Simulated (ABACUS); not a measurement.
# Er (P6_3/mmc) in ABACUS: further runs

One crystal, Er, is run at these levels: PBE; tasks: band structure, equation of state.

Program: ABACUS 3.10.1. These are calculated values, not measurements. Logs are shortened: lines on timing, memory, paths and dates and some standing lists are left out, and cuts for length are marked.

## (1) Starting point

Symmetry: P6_3/mmc, No. 194, hexagonal system. The conventional cell has a = 3.559 Å, b = 3.559 Å, c = 5.587 Å, α = 90.00°, β = 90.00°, γ = 120.00°. Around Er (site symmetry -6m2) lie 12 Er at 3.47 to 3.56 Å.

## (2) Band structure, PBE

INPUT

```
INPUT_PARAMETERS
suffix              Er
calculation         nscf
basis_type          lcao
pseudo_dir          ./
orbital_dir         ./
symmetry            -1
dft_functional      pbe
ecutwfc             100.0
pseudo_rcut         10
nspin               1
nbands              21
ks_solver           genelpa
smearing_method     fd
smearing_sigma      0.00367493
scf_thr             1e-07
scf_nmax            100
mixing_type         broyden
mixing_beta         0.7
init_chg            file
out_band            1
```

STRU

```
ATOMIC_SPECIES
Er 167.2590 Er.upf

NUMERICAL_ORBITAL
Er_confined-atom_8au_3s2p2d1f.orb

LATTICE_CONSTANT
1.8897261246

LATTICE_VECTORS
3.5588000000 0.0000000000 0.0000000000
-1.7794000000 3.0820112070 0.0000000000
0.0000000000 0.0000000000 5.5874000000

ATOMIC_POSITIONS
Direct

Er
0.0
2
0.6666666667 0.3333333333 0.7500000000 1 1 1
0.3333333333 0.6666666667 0.2500000000 1 1 1
```

KPT

```
K_POINTS
12
Line
0.00000000 0.00000000 0.00000000 10 // G
0.50000000 0.00000000 0.00000000 10 // M
0.33333333 0.33333333 0.00000000 10 // K
0.00000000 0.00000000 0.00000000 10 // G
0.00000000 0.00000000 0.50000000 10 // A
0.50000000 0.00000000 0.50000000 10 // L
0.33333333 0.33333333 0.50000000 10 // H
0.00000000 0.00000000 0.50000000 1 // A
0.50000000 0.00000000 0.50000000 10 // L
0.50000000 0.00000000 0.00000000 1 // M
0.33333333 0.33333333 0.00000000 10 // K
0.33333333 0.33333333 0.50000000 1 // H
```

Potentials or basis: PseudoDojo NC SR 0.4.1 PBE standard, lanthanides 3+ (f in core), DZP LCAO (the cutoffs set its grid).

The run is started by

```bash
> OMP_NUM_THREADS=1 mpirun -np 4 abacus > log
```

running log:

```text
ABACUS v3.10.1

               Atomic-orbital Based Ab-initio Computation at UStc

 ------------------------------------------------------------------------------------

 READING GENERAL INFORMATION
                           global_out_dir = OUT.Er/
                           global_in_card = INPUT
                               pseudo_dir = ./
                              orbital_dir = ./
                                    DSIZE = 4
                                    GSIZE = 1

 READING UNITCELL INFORMATION
                                    ntype = 1
                  lattice constant (Bohr) = 1.88973
              lattice constant (Angstrom) = 1

 READING ATOM TYPE 1
                               atom label = Er
                      L=0, number of zeta = 3
                      L=1, number of zeta = 2
                      L=2, number of zeta = 2
                      L=3, number of zeta = 1
             number of atom for this type = 2

                        TOTAL ATOM NUMBER = 2
DIRECT COORDINATES
    atom                   x                   y                   z     mag                  vx                  vy                  vz
taud_Er1            0.6666666667        0.3333333333        0.7500000000  0.0000        0.0000000000        0.0000000000        0.0000000000
taud_Er2            0.3333333333        0.6666666667        0.2500000000  0.0000        0.0000000000        0.0000000000        0.0000000000

                          Volume (Bohr^3) = 413.565
                             Volume (A^3) = 61.284

 Lattice vectors: (Cartesian coordinate: in unit of a_0)
              +3.5588                  +0                  +0
              -1.7794            +3.08201                  +0
                   +0                  +0             +5.5874
 Reciprocal vectors: (Cartesian coordinate: in unit of 2 pi/a_0)
            +0.280994           +0.162232                  -0
                   -0           +0.324463                  -0
                   +0                  -0           +0.178974
 The esolver type has been set to : ksdft_lcao

                PAO radial cut off (Bohr) = 10

 Read in pseudopotential file is Er.upf
                     pseudopotential type = NC
          exchange-correlation functional = PBE
                 nonlocal core correction = 1
                        valence electrons = 11
                                     lmax = 3
                           number of zeta = 4
                     number of projectors = 7
                           L of projector = 0
                           L of projector = 0
                           L of projector = 1
                           L of projector = 1
                           L of projector = 2
                           L of projector = 2
                           L of projector = 3
     initial pseudo atomic orbital number = 20

 SETUP THE ELECTRONS NUMBER
            electron number of element Er = 11
      total electron number of element Er = 22
            AUTOSET number of electrons:  = 22
                           occupied bands = 11
                                   NLOCAL = 52
                                   NBANDS = 21
                                   NBANDS = 21
                                   NLOCAL = 52

 SETUP THE PLANE WAVE BASIS
 energy cutoff for charge/potential (unit:Ry) = 400
            fft grid for charge/potential = [ 45, 45, 72 ]
                        fft grid division = [ 5, 5, 3 ]
        big fft grid for charge/potential = [ 9, 9, 24 ]
                                     nbxx = 486
                                     nrxx = 36450

 SETUP PLANE WAVES FOR CHARGE/POTENTIAL
                    number of plane waves = 55855
                         number of sticks = 1261

 PARALLEL PW FOR CHARGE/POTENTIAL
     PROC   COLUMNS(POT)             PW
        1            314          13964
        2            316          13964
        3            316          13964
        4            315          13963
 --------------- sum -------------------
        4           1261          55855
                            number of |g| = 2398
                                  max |g| = 36.1737
                                  min |g| = 0.105277

----------- Double Check Mixing Parameters Begin ------------
mixing_type: broyden
mixing_beta: 0.7
mixing_gg0: 1
mixing_gg0_min: 0.1
mixing_ndim: 8
----------- Double Check Mixing Parameters End ------------

 SETUP K-POINTS
                                    nspin = 1
                                   nkstot = 93
K-POINTS DIRECT COORDINATES
 KPOINTS    DIRECT_X    DIRECT_Y    DIRECT_Z  WEIGHT
       1  0.00000000  0.00000000  0.00000000  1.0000
       2  0.05000000  0.00000000  0.00000000  1.0000
       3  0.10000000  0.00000000  0.00000000  1.0000
       4  0.15000000  0.00000000  0.00000000  1.0000
       5  0.20000000  0.00000000  0.00000000  1.0000
       6  0.25000000  0.00000000  0.00000000  1.0000
       7  0.30000000  0.00000000  0.00000000  1.0000
       8  0.35000000  0.00000000  0.00000000  1.0000
       9  0.40000000  0.00000000  0.00000000  1.0000
      10  0.45000000  0.00000000  0.00000000  1.0000
      11  0.50000000  0.00000000  0.00000000  1.0000
      12  0.48333333  0.03333333  0.00000000  1.0000
      13  0.46666667  0.06666667  0.00000000  1.0000
      14  0.45000000  0.10000000  0.00000000  1.0000
      15  0.43333333  0.13333333  0.00000000  1.0000
      16  0.41666666  0.16666666  0.00000000  1.0000
      17  0.40000000  0.20000000  0.00000000  1.0000
      18  0.38333333  0.23333333  0.00000000  1.0000
      19  0.36666666  0.26666666  0.00000000  1.0000
      20  0.35000000  0.30000000  0.00000000  1.0000
      21  0.33333333  0.33333333  0.00000000  1.0000
      22  0.30000000  0.30000000  0.00000000  1.0000
      23  0.26666666  0.26666666  0.00000000  1.0000
      24  0.23333333  0.23333333  0.00000000  1.0000
      25  0.20000000  0.20000000  0.00000000  1.0000
      26  0.16666666  0.16666666  0.00000000  1.0000
      27  0.13333333  0.13333333  0.00000000  1.0000
      28  0.10000000  0.10000000  0.00000000  1.0000
      29  0.06666667  0.06666667  0.00000000  1.0000
      30  0.03333333  0.03333333  0.00000000  1.0000
[... 63 further k points ...]

           k-point number in this process = 93
       minimum distributed K point number = 93

[... K-POINTS CARTESIAN COORDINATES: 93 rows ...]

[... K-POINTS DIRECT COORDINATES: 93 rows ...]

 SETUP PLANE WAVES FOR WAVE FUNCTIONS
     energy cutoff for wavefunc (unit:Ry) = 100
              fft grid for wave functions = [ 45, 45, 72 ]
                    number of plane waves = 8519
                         number of sticks = 361

 PARALLEL PW FOR WAVE FUNCTIONS
     PROC   COLUMNS(POT)             PW
        1             90           2130
        2             89           2129
        3             91           2129
        4             91           2131
 --------------- sum -------------------
        4            361           8519

 SET NONLOCAL PSEUDOPOTENTIAL PROJECTORS
 max number of nonlocal projetors among all species is 7

 -------------------------------------------
 NONSELF-CONSISTENT
 -------------------------------------------

 SETUP SEARCHING RADIUS FOR PROGRAM TO SEARCH ADJACENT ATOMS
                  longest orb rcut (Bohr) = 8
   longest nonlocal projector rcut (Bohr) = 2.54
                     search radius (Bohr) = 21.1
              searching radius is (Bohr)) = 21.1
         searching radius unit is (Bohr)) = 1.89
                         PeriodicBoundary = 1
                        Radius(unit:lat0) = 11.2
                                   glayer = [ 5, 5, 3 ]
                             glayer_minus = [ 4, 4, 2 ]

Find the coordinate range of the input atom(unit:lat0).
                                  min_tau = [ -21.4, -11.3, -9.78 ]
                                  max_tau = [ 23.1, 14.4, 15.4 ]
                                BoxNumber = [ 9, 9, 5 ]

 SETUP EXTENDED REAL SPACE GRID FOR GRID INTEGRATION
                          real space grid = [ 45, 45, 72 ]
                 big cell numbers in grid = [ 9, 9, 24 ]
             meshcell numbers in big cell = [ 5, 5, 3 ]
                        extended fft grid = [ 13, 13, 19 ]
                dimension of extened grid = [ 36, 36, 63 ]
                            UnitCellTotal = 75
              Atom number in sub-FFT-grid = 2
    Local orbitals number in sub-FFT-grid = 52
                                ParaV.nnr = 31434
                                 init_chg = file
 try to read charge from file
 Read in the charge density: OUT.Er//Er-CHARGE-DENSITY.restart

 LCAO ALGORITHM --------------- ION=   1  ELEC=   1--------------------------------
[... levels at 93 k points of this process ...]

 Density error is 0.00000000000
----------------------------------------------------------
     Energy           Rydberg                 eV
----------------------------------------------------------
 E_KohnSham     -180.5965732684      -2457.1424357250
 E_KS(sigma->0) -180.5957245273      -2457.1308880094
 E_Harris       -180.5965732684      -2457.1424357250
 E_band         -20.8991572645       -284.3476221949
 E_one_elec     -42.3337818907       -575.9806516031
 E_Hartree      25.9299982793        352.7957257282
 E_xc           -46.0224930113       -626.1681411185
 E_Ewald        -118.1685991634      -1607.7662733003
 E_entropy(-TS) -0.0016974823        -0.0230954313
 E_descf        0.0000000000         0.0000000000
 E_exx          0.0000000000         0.0000000000
 E_Fermi        0.7524033496         10.2369727492
----------------------------------------------------------

 charge density convergence is achieved
 final etot is -2457.1424357 eV
 EFERMI = 10.236972749 eV

 STATE ENERGY(eV) AND OCCUPATIONS    NSPIN == 1
 1/93 kpoint (Cartesian) = 0.0000 0.0000 0.0000 (1737 pws)
       1       -40.6695      0.0215054
       2       -40.6197      0.0215054
       3       -14.8252      0.0215054
       4       -14.3200      0.0215054
       5       -14.3200      0.0215054
       6       -14.2234      0.0215054
       7       -14.2234      0.0215054
       8       -14.1855      0.0215054
       9        4.69704      0.0215054
      10        7.91757      0.0215054
      11        11.2108    7.48239e-11
      12        12.1569    4.53297e-19
      13        12.1569    4.53297e-19
      14        12.5089    3.97424e-22
      15        12.8625    3.36790e-25
      16        12.8625    3.36790e-25
      17        13.3860    9.55389e-30
      18        13.3860    9.55389e-30
      19        15.6311    3.01973e-49
      20        15.6311    3.01973e-49
      21        18.2208    9.68783e-72

 2/93 kpoint (Cartesian) = 0.014050 0.0081116 0.0000 (1733 pws)
       1       -40.6686      0.0215054
       2       -40.6194      0.0215054
       3       -14.8205      0.0215054
       4       -14.3298      0.0215054
       5       -14.3234      0.0215054
       6       -14.2337      0.0215054
       7       -14.2246      0.0215054
       8       -14.1878      0.0215054
       9        4.75679      0.0215054
      10        7.97728      0.0215054
      11        11.1431    2.89516e-10
      12        11.9650    2.10349e-17
      13        12.2130    1.47579e-19
      14        12.6544    2.16368e-23
      15        12.7877    1.50487e-24
      16        12.9165    1.14321e-25
      17        13.2917    6.29925e-29
      18        13.3219    3.44423e-29
      19        15.6851    1.02473e-49
      20        15.7788    1.57280e-50
      21        18.2517    5.21977e-72

 3/93 kpoint (Cartesian) = 0.028099 0.016223 0.0000 (1737 pws)
       1       -40.6662      0.0215054
       2       -40.6186      0.0215054
       3       -14.8065      0.0215054
       4       -14.3582      0.0215054
       5       -14.3330      0.0215054
       6       -14.2636      0.0215054
       7       -14.2284      0.0215054
       8       -14.1946      0.0215054
       9        4.93330      0.0215054
      10        8.15085      0.0215054
      11        10.9600    1.12784e-08
      12        11.6233    1.95348e-14
      13        12.3807    5.15606e-21
      14        12.5689    1.19645e-22
      15        12.9008    1.56540e-25
      16        13.0687    5.45380e-27
      17        13.0776    4.56333e-27
      18        13.1531    1.00691e-27
      19        15.8239    6.38752e-51
      20        16.1592    7.80907e-54
      21        18.3037    1.84416e-72

 4/93 kpoint (Cartesian) = 0.042149 0.024335 0.0000 (1735 pws)
       1       -40.6623      0.0215054
       2       -40.6173      0.0215054
       3       -14.7838      0.0215054
       4       -14.4025      0.0215054
       5       -14.3477      0.0215054
       6       -14.3094      0.0215054
       7       -14.2346      0.0215054
       8       -14.2059      0.0215054
       9        5.21833      0.0215054
      10        8.41931      0.0215054
      11        10.7005    2.02623e-06
      12        11.2471    3.62061e-11
      13        12.2883    3.27441e-20
      14        12.6579    2.01556e-23
      15        12.8044    1.07754e-24
      16        12.9268    9.30347e-26
      17        13.1675    7.54959e-28
      18        13.3422    2.29727e-29
      19        16.0007    1.85902e-52
      20        16.6711    2.79304e-58
      21        18.2949    2.19747e-72

 5/93 kpoint (Cartesian) = 0.056199 0.032446 0.0000 (1744 pws)
       1       -40.6572      0.0215054
       2       -40.6158      0.0215054
       3       -14.7537      0.0215054
       4       -14.4584      0.0215054
       5       -14.3657      0.0215054
       6       -14.3657      0.0215054
       7       -14.2429      0.0215054
       8       -14.2217      0.0215054
       9        5.59803      0.0215054
      10        8.74171      0.0215054
      11        10.4032    0.000746593
      12        10.8873    4.83244e-08
      13        12.0053    9.39642e-18
      14        12.5458    1.89991e-22
      15        12.6833    1.21221e-23
      16        13.0404    9.59622e-27
      17        13.4788    1.49266e-30
      18        13.7016    1.73435e-32
      19        16.1768    5.49014e-54
      20        17.2461    2.83394e-63
      21        18.1742    2.46027e-71

 6/93 kpoint (Cartesian) = 0.070248 0.040558 0.0000 (1738 pws)
       1       -40.6514      0.0215054
       2       -40.6144      0.0215054
       3       -14.7177      0.0215054
       4       -14.5206      0.0215054
       5       -14.4264      0.0215054
       6       -14.3851      0.0215054
       7       -14.2524      0.0215054
       8       -14.2418      0.0215054
       9        6.05255      0.0215054
      10        9.03772      0.0215054
      11        10.1022      0.0201448
      12        10.5937    1.71129e-05
      13        11.7992    5.80191e-16
      14        12.3128    2.00653e-20
      15        12.4496    1.30064e-21
      16        13.5208    6.44891e-31
      17        13.8449    9.88092e-34
      18        14.1394    2.73425e-36
      19        16.3297    2.58249e-55
      20        17.8391    2.00083e-68
      21        17.9510    2.13472e-69

[... levels at 87 further k points ...]

 --------------------------------------------
 !FINAL_ETOT_IS -2457.142435725018 eV
 --------------------------------------------

 Output bands in file: OUT.Er/BANDS_1.dat
```

Run time: 0.69 s. Hardware: 4 MPI ranks of AMD EPYC 9R45 (Zen 5), shared host; peak memory 0.4 GiB.

Levels at the corners of the path, in eV from the Fermi level:
| point | band 7 | band 8 | band 9 | band 10 | band 11 | band 12 | band 13 | band 14 |
| --- | --- | --- | --- | --- | --- | --- | --- | --- |
| Γ | -24.38 | -24.34 | -5.46 | -2.24 | 1.05 | 2.00 | 2.00 | 2.35 |
| M | -24.51 | -24.44 | -2.06 | -1.35 | -0.89 | -0.10 | 1.58 | 1.69 |
| K | -24.60 | -24.60 | -0.79 | -0.79 | -0.77 | -0.45 | 1.23 | 1.23 |
| Γ | -24.38 | -24.34 | -5.46 | -2.24 | 1.05 | 2.00 | 2.00 | 2.35 |
| A | -24.43 | -24.43 | -3.85 | -3.85 | 1.09 | 1.09 | 1.91 | 1.91 |
| L | -24.50 | -24.50 | -1.96 | -1.96 | 0.10 | 0.10 | 1.52 | 1.52 |
| H | -24.45 | -24.45 | -0.56 | -0.56 | -0.40 | -0.40 | 0.50 | 0.50 |
| A | -24.43 | -24.43 | -3.85 | -3.85 | 1.09 | 1.09 | 1.91 | 1.91 |
| L | -24.50 | -24.50 | -1.96 | -1.96 | 0.10 | 0.10 | 1.52 | 1.52 |
| M | -24.51 | -24.44 | -2.06 | -1.35 | -0.89 | -0.10 | 1.58 | 1.69 |
| K | -24.60 | -24.60 | -0.79 | -0.79 | -0.77 | -0.45 | 1.23 | 1.23 |
| H | -24.45 | -24.45 | -0.56 | -0.56 | -0.40 | -0.40 | 0.50 | 0.50 |

Caveat: the atomic orbitals were generated for these runs and aren't a published set; the density is read from an earlier self-consistent run, whose mesh may be coarse; spin-orbit coupling is left out, which moves the levels of the heavy elements; the 4f electrons are frozen in the core as for a trivalent ion, so they carry no moment and show no levels; the basis of atomic orbitals isn't converged, which shifts pressures, moduli and gaps.

(Part 1 of 2 ends here.)
